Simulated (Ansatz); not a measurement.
# ZrN (rocksalt type): the cost of one run

Method: DFT, PBE, PAW with Ansatz's default frozen-core files, scalar-relativistic, in Ansatz 0.2.0.

### 1 The starting structure

It takes space group Fm-3m (No. 225, cubic). Conventional cell: a = 4.309 Å, b = 4.309 Å, c = 4.309 Å, α = 90.00°, β = 90.00°, γ = 90.00°. Around Zr (site symmetry m-3m) lie 6 N at 2.15 Å. N (site symmetry m-3m) is surrounded by 6 Zr at 2.15 Å.

Coordinates:

```cif
data_structure
_symmetry_space_group_name_H-M 'Fm-3m'
_symmetry_Int_Tables_number 225
_cell_length_a 4.3089
_cell_length_b 4.3089
_cell_length_c 4.3089
_cell_angle_alpha 90.000
_cell_angle_beta 90.000
_cell_angle_gamma 90.000
_cell_volume 80.00
loop_
_atom_site_label
_atom_site_type_symbol
_atom_site_symmetry_multiplicity
_atom_site_Wyckoff_symbol
_atom_site_fract_x
_atom_site_fract_y
_atom_site_fract_z
_atom_site_occupancy
Zr1 Zr 4 a 0.00000 0.00000 0.00000 1
N1 N 4 b 0.50000 0.00000 0.00000 1
```

The file gives the conventional cell by its symmetry; the runs use the cell typed in the input.

Atoms are numbered in the order of the input: Zr1, N2.

### 2 Cell relaxed at zero pressure, PAW

Contents of input.yaml:

```yaml
crystal:
  lattice:
    - [0.0, 2.15443469, 2.15443469]
    - [2.15443469, 0.0, 2.15443469]
    - [2.15443469, 2.15443469, 0.0]
  atoms:
    - { symbol: Zr, position: [0.0, 0.0, 0.0] }
    - { symbol: "N", position: [0.5, 0.5, 0.5] }
kpoints:
  mp_grid: { grid: [16, 16, 16] }
scf:
  occupations: { method: fermi_dirac, width: 0.1 }
hamiltonian:
  xc: pbe
  pseudopotentials: { kind: paw }
output:
  forces: true
  stress: true
relax:
  f_tol: 0.005
  max_steps: 40
  cell: {}
```

Command:

```
$ ansatz run input.yaml --threads 1 --pin off --max-ram 3584MiB --backend cpu --events-out ev --progress --plain --runs-dir out
```

Q: Estimate wall time and peak memory on 1 thread of Arm Neoverse V2, shared host.

About 19 s, with a peak of 0.34 GiB.
